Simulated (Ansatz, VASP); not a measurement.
Two plane-wave programs on PtSe2 (Sudovikovite)

```
Pt Se
1.0
     3.69901    0.00000    0.00000
    -1.84950    3.20343    0.00000
     0.00000    0.00000    5.02803
Pt Se
1 2
Direct
  0.00000 0.00000 0.00000
  0.66667 0.33333 0.75000
  0.33333 0.66667 0.25000
```

Alike in both runs: task single point; functional LDA; k mesh 8 × 8 × 5; occupations fermi-dirac, width 0.05 eV; no spin polarisation.

```csv
,VASP,Ansatz
version,VASP 6.6.1,Ansatz 0.2.0
potentials or method,"VASP PAW LDA potentials, release 64 (Pt, Se)",Ansatz PAW
plane-wave cutoff (eV),520,420
valence electrons in the cell,22,50
```

VASP gave:

| Item | Value |
| --- | --- |
| gap on the k mesh at the Fermi level (eV) | none |
| pressure (GPa) | 2.8 |
| largest component of the traceless stress (GPa) | 1.49 |
| rms of the force components (eV/Å) | 0.241 |

Q: Estimate Ansatz's values.

A: gap on the k mesh at the Fermi level (eV): none; pressure (GPa): 2.3; largest component of the traceless stress (GPa): 1.35; rms of the force components (eV/Å): 0.215.

Atom by atom the forces differ by 0.026 eV/Å (rms over components). A gap of «none» marks a metal or a gap that the smearing closes. The two sets of potentials don't hold the same shells in valence.

Caveats: the PAW data sets come from PBE, with cores solved anew for the run's functional, which leaves a small shift of forces and pressure (Ansatz). Spin-orbit coupling is left out, which matters for the levels of Pt.
